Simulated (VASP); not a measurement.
# ZnS (Wurtzite-6H) (P6_3mc) in VASP: notebook, part 2 of 2

VASP 6.6.1. The steps go on from the part before.

## (3) Relaxation of cell and atoms, PBE+TS

INCAR

```
PREC = Accurate
ENCUT = 600
EDIFF = 1E-6
ISMEAR = -1
SIGMA = 0.05
LREAL = F
LASPH = T
NELM = 100
ALGO = Normal
ISIF = 3
LWAVE = F
LCHARG = F
GGA = PE
IVDW = 2
IBRION = 2
NSW = 60
EDIFFG = -0.01
```

KPOINTS

```
regular mesh
0
Gamma
  8 8 2
```

POSCAR

```
ZnS
1.0
    3.8120000000      0.0000000000      0.0000000000
   -1.9060000000      3.3012888392      0.0000000000
    0.0000000000      0.0000000000     18.6899900000
Zn S
6 6
Direct
    0.3333333333      0.6666666667      0.8333300000
    0.6666666667      0.3333333333      0.3333300000
    0.6666666667      0.3333333333      0.6666700000
    0.3333333333      0.6666666667      0.1666700000
    0.0000000000      0.0000000000      0.5000000000
    0.0000000000      0.0000000000      0.0000000000
    0.3333333333      0.6666666667      0.9583300000
    0.6666666667      0.3333333333      0.4583300000
    0.6666666667      0.3333333333      0.7916700000
    0.3333333333      0.6666666667      0.2916700000
    0.0000000000      0.0000000000      0.6250000000
    0.0000000000      0.0000000000      0.1250000000
```

Potentials or basis: VASP PAW PBE potentials, release 64 (Zn, S).

The run is started by

```console
$ cat potpaw_PBE.64/Zn/POTCAR potpaw_PBE.64/S/POTCAR > POTCAR
$ mpirun -np 1 vasp_std > vasp.out
```

OUTCAR:

```text
PREC = Accurate
   ENCUT = 600
   EDIFF = 1E-6
   ISMEAR = -1
   LREAL = F
   LASPH = T
   NELM = 100
   ISIF = 3
   GGA = PE
   IVDW = 2
   IBRION = 2
   NSW = 60
   EDIFFG = -0.01
  IVDW =   2

 ion  position               nearest neighbor table
   1  0.333  0.667  0.833-   9 2.33   9 2.33   9 2.33   7 2.34
   2  0.667  0.333  0.333-  10 2.33  10 2.33  10 2.33   8 2.34
   3  0.667  0.333  0.667-  11 2.33  11 2.33  11 2.33   9 2.34
   4  0.333  0.667  0.167-  12 2.33  12 2.33  12 2.33  10 2.34
   5  0.000  0.000  0.500-   8 2.33   8 2.33   8 2.33  11 2.34
   6  0.000  0.000  0.000-   7 2.33   7 2.33   7 2.33  12 2.34
   7  0.333  0.667  0.958-   6 2.33   6 2.33   6 2.33   1 2.34
   8  0.667  0.333  0.458-   5 2.33   5 2.33   5 2.33   2 2.34
   9  0.667  0.333  0.792-   1 2.33   1 2.33   1 2.33   3 2.34
  10  0.333  0.667  0.292-   2 2.33   2 2.33   2 2.33   4 2.34
  11  0.000  0.000  0.625-   3 2.33   3 2.33   3 2.33   5 2.34
  12  0.000  0.000  0.125-   4 2.33   4 2.33   4 2.33   6 2.34

  LATTYP: Found a hexagonal cell.
 ALAT       =     3.8120000000
 C/A-ratio  =     4.9029354669

  Lattice vectors:

 A1 = (   3.8120000000,   0.0000000000,   0.0000000000)
 A2 = (  -1.9060000000,   3.3012888392,   0.0000000000)
 A3 = (   0.0000000000,   0.0000000000,  18.6899900000)

Analysis of symmetry for initial positions (statically):
=====================================================================
 Subroutine PRICEL returns:
 Original cell was already a primitive cell.

 Routine SETGRP: Setting up the symmetry group for a
 hexagonal supercell.

 Subroutine GETGRP returns: Found 12 space group operations
 (whereof  6 operations were pure point group operations)
 out of a pool of 24 trial point group operations.

The static configuration has the point symmetry C_3v.
 The point group associated with its full space group is C_6v.

Analysis of symmetry for dynamics (positions and initial velocities):
=====================================================================
 Subroutine PRICEL returns:
 Original cell was already a primitive cell.

 Routine SETGRP: Setting up the symmetry group for a
 hexagonal supercell.

 Subroutine GETGRP returns: Found 12 space group operations
 (whereof  6 operations were pure point group operations)
 out of a pool of 24 trial point group operations.

The dynamic configuration has the point symmetry C_3v.
 The point group associated with its full space group is C_6v.

 Subroutine INISYM returns: Found 12 space group operations
 (whereof  6 operations are pure point group operations),
 and found     1 'primitive' translations

----------------------------------------------------------------------------------------

                                     Primitive cell

  volume of cell :     235.2044

  direct lattice vectors                    reciprocal lattice vectors
     3.812000000  0.000000000  0.000000000     0.262329486  0.151455999  0.000000000
    -1.906000000  3.301288839  0.000000000     0.000000000  0.302911999  0.000000000
     0.000000000  0.000000000 18.689990000     0.000000000  0.000000000  0.053504577

  length of vectors
     3.812000000  3.812000000 18.689990000     0.302911999  0.302911999  0.053504577

  position of ions in fractional coordinates (direct lattice)
     0.333333333  0.666666667  0.833330000
     0.666666667  0.333333333  0.333330000
     0.666666667  0.333333333  0.666670000
     0.333333333  0.666666667  0.166670000
     0.000000000  0.000000000  0.500000000
     0.000000000  0.000000000  0.000000000
     0.333333333  0.666666667  0.958330000
     0.666666667  0.333333333  0.458330000
[... 40 lines left out ...]

 Subroutine IBZKPT returns following result:
 ===========================================

 Found     20 irreducible k-points:

 Following reciprocal coordinates:
            Coordinates               Weight
  0.000000  0.000000  0.000000      1.000000
  0.125000  0.000000  0.000000      6.000000
  0.250000  0.000000  0.000000      6.000000
  0.375000  0.000000  0.000000      6.000000
  0.500000  0.000000  0.000000      3.000000
  0.125000  0.125000  0.000000      6.000000
[... 12 lines left out ...]
  0.250000  0.250000  0.500000      6.000000
  0.375000  0.250000  0.500000      6.000000
   k-points           NKPTS =     20   k-points in BZ     NKDIM =     20   number of bands    NBANDS=     64
   number of dos      NEDOS =    301   number of ions     NIONS =     12
   total plane-waves  NPLWV = 135000
   dimension x,y,z NGX =    30 NGY =   30 NGZ =  150
   dimension x,y,z NGXF=    60 NGYF=   60 NGZF=  300
   ions per type =               6   6
   NGX,Y,Z   is equivalent  to a cutoff of  13.08, 13.08, 13.34 a.u.
   NGXF,Y,Z  is equivalent  to a cutoff of  26.17, 26.17, 26.68 a.u.
 SYSTEM =  unknown system
   PREC   = accura    normal or accurate (medium, high low for compatibility)
   ISTART =      0    job   : 0-new  1-cont  2-samecut
   ICHARG =      2    charge: 1-file 2-atom 10-const
   ISPIN  =      1    spin polarized calculation?
   LNONCOLLINEAR =      F non collinear calculations
   LSORBIT =      F    spin-orbit coupling
   LASPH  =      T    aspherical Exc in radial PAW
   ENCUT  =  600.0 eV  44.10 Ry    6.64 a.u.   7.61  7.61 37.33*2*pi/ulx,y,z
   NELM   =    100;   NELMIN=  2; NELMDL= -5     # of ELM steps
   EDIFF  = 0.1E-05   stopping-criterion for ELM
   LREAL  =      F    real-space projection
   EDIFFG = -.1E-01   stopping-criterion for IOM
   NSW    =     60    number of steps for IOM
   IBRION =      2    ionic relax: 0-MD 1-quasi-New 2-CG
   NFREE  =      1    steps in history (QN), initial steepest desc. (CG)
   ISIF   =      3    stress and relaxation
   ISYM   =      2    0-nonsym 1-usesym 2-fastsym
   POTIM  = 0.5000    time-step for ionic-motion
   TEBEG  =    0.0;   TEEND  =   0.0 temperature during run
   PSTRESS=    0.0 pullay stress
   NELECT =     108.0000    total number of electrons
   NUPDOWN=      -1.0000    fix difference up-down
   EMIN   =  10.00;   EMAX   =-10.00  energy-range for DOS
   EFERMI =   0.00;   METHOD = LEGACY
   ISMEAR =    -1;   SIGMA  =   0.05  broadening in eV -4-tet -1-fermi 0-gaus
   EFERMI_NEDOS =   21; number of points for ismear=-14 and -15
   IALGO  =     38    algorithm
   IMIX   =      4    mixing-type and parameters
     AMIX     =   0.40;   BMIX     =  1.00
     AMIX_MAG =   1.60;   BMIX_MAG =  1.00
  volume/ion in A,a.u.               =      19.60       132.27
  Fermi-wavevector in a.u.,A,eV,Ry     =   1.262993  2.386711 21.703349  1.595151
  Thomas-Fermi vector in A             =   2.396373
   LORBIT       =      0    0 simple, 1 ext, 2 COOP (PROOUT), +10 PAW based schemes
   GGA     = PE    functional components
   LHFCALC =     F    Hartree Fock is set to
   AEXX    =    0.0000 exact exchange contribution
   IVDW    =     2    specifies the selected vdW correction
   LEPSILON=     F    determine dielectric tensor
   LRPA    =     F    only Hartree local field effects (RPA)
 conjugate gradient relaxation of ions
 non-spin polarized calculation
  energy-cutoff  :      600.00
  volume of cell :      235.20
 maximum number of plane-waves:      7890
   NGX = 15   NGY = 15   NGZ = 75

--------------------------------------- Ionic step        1  -------------------------------------------

 number of electron     108.0000134 magnetization

 Free energy of the ion-electron system (eV)
  ---------------------------------------------------
  ext. energy  EPLUGINS =         0.00000000
  ---------------------------------------------------
  free energy    TOTEN  =       -41.05267173 eV

  energy without entropy =      -41.05267173  energy(sigma->0) =      -41.05267173

------------------------ aborting loop because EDIFF is reached ----------------------------------------

  Tkatchenko/Scheffler method for vdW energy calculation

  Number of pair interactions contributing to vdW energy:  174010
[... 355 lines left out ...]
--------------------------------------- Ionic step        8  -------------------------------------------

 number of electron     108.0000099 magnetization

 Free energy of the ion-electron system (eV)
  ---------------------------------------------------
  ext. energy  EPLUGINS =         0.00000000
  ---------------------------------------------------
  free energy    TOTEN  =       -41.09385547 eV

  energy without entropy =      -41.09385547  energy(sigma->0) =      -41.09385547

 E-fermi :   3.0732     XC(G=0):  -9.5751

 val. band max:        2.0132461669   @ k =   0.0000   0.0000   0.0000
 cond. band min:       4.0941800456   @ k =   0.0000   0.0000   0.0000
 fundamental gap:      2.0809338787
 Fermi energy:         3.0732303051

 k-point     1 :       0.0000    0.0000    0.0000
  band No.  band energies     occupation
      1     -11.0629      2.00000
      2     -10.8762      2.00000
      3     -10.8525      2.00000
      4     -10.4253      2.00000
      5     -10.4066      2.00000
      6     -10.1579      2.00000
[... 1329 lines left out ...]
     63       8.1317      0.00000
     64       8.1317      0.00000

------------------------ aborting loop because EDIFF is reached ----------------------------------------

  Hirshfeld charges:
            ion         q(e)
   ------------------------------
      1     Zn       0.22647241
      2     Zn       0.22647241
      3     Zn       0.22569197
      4     Zn       0.22569197
      5     Zn       0.22804578
      6     Zn       0.22804578
      7     S       -0.22684826
      8     S       -0.22684826
      9     S       -0.22520310
     10     S       -0.22520310
     11     S       -0.22815881
     12     S       -0.22815881
[... 41 lines left out ...]
  FREE ENERGIE OF THE ION-ELECTRON SYSTEM (eV)
  ---------------------------------------------------
  free  energy   TOTEN  =       -44.0055578823 eV

  energy  without entropy=      -44.0055578823  energy(sigma->0) =      -44.00555788

 reached required accuracy - stopping structural energy minimisation
```

It took 21 min on 1 thread of AMD EPYC 9R45 (Zen 5), shared host; peak memory 0.52 GiB.

Results:

```yaml
Free_energy: -44.0056 eV
Relaxed_volume: 19.95 Å³/atom
Relaxed_cell: a = 3.831 Å, b = 3.831 Å, c = 18.838 Å, α = 90.00°, β = 90.00°, γ = 120.00°
Space_group_after_relaxing_to_0.05_Å: P6_3mc (No. 186)
Energy_gained_by_relaxing: 1.7 meV/atom
Ionic_steps: 8
Pressure_after_relaxing: 0.0 GPa
Band_gap_on_the_k_mesh: 2.08 eV, direct
Hirshfeld_charges: Zn +0.23; S -0.23 e
Dispersion_energy_per_atom: -0.243 eV
```

The path:
| step | energy change (eV) | largest force (eV/Å) | pressure (GPa) | volume (Å³) |
| --- | --- | --- | --- | --- |
| 1 | 0.0000 | 0.0681 | 1.28 | 235.20 |
| 2 | -0.0187 | 0.0390 | -0.34 | 240.56 |
| 3 | -0.0195 | 0.0438 | -0.09 | 239.67 |
| 4 | -0.0195 | 0.0449 | 0.00 | 239.45 |
| 5 | -0.0195 | 0.0444 | -0.03 | 239.53 |
| 6 | -0.0198 | 0.0300 | -0.01 | 239.50 |
| 7 | -0.0201 | 0.0131 | -0.01 | 239.45 |
| 8 | -0.0201 | 0.0018 | 0.00 | 239.41 |

Final structure:
```yaml
crystal:
  lattice:
    - [3.83079, 0.00000, 0.00000]
    - [-1.91539, 3.31756, 0.00000]
    - [0.00000, 0.00000, 18.83787]
  atoms:
    - { symbol: Zn, position: [0.33333, 0.66667, 0.83329] }
    - { symbol: Zn, position: [0.66667, 0.33333, 0.33329] }
    - { symbol: Zn, position: [0.66667, 0.33333, 0.66712] }
    - { symbol: Zn, position: [0.33333, 0.66667, 0.16712] }
    - { symbol: Zn, position: [0.00000, 0.00000, 0.50006] }
    - { symbol: Zn, position: [0.00000, 0.00000, 0.00006] }
    - { symbol: S, position: [0.33333, 0.66667, 0.95785] }
    - { symbol: S, position: [0.66667, 0.33333, 0.45785] }
    - { symbol: S, position: [0.66667, 0.33333, 0.79162] }
    - { symbol: S, position: [0.33333, 0.66667, 0.29162] }
    - { symbol: S, position: [0.00000, 0.00000, 0.62505] }
    - { symbol: S, position: [0.00000, 0.00000, 0.12505] }
```

A k mesh can miss the band edges. Zero-point motion and thermal expansion aren't in these numbers.
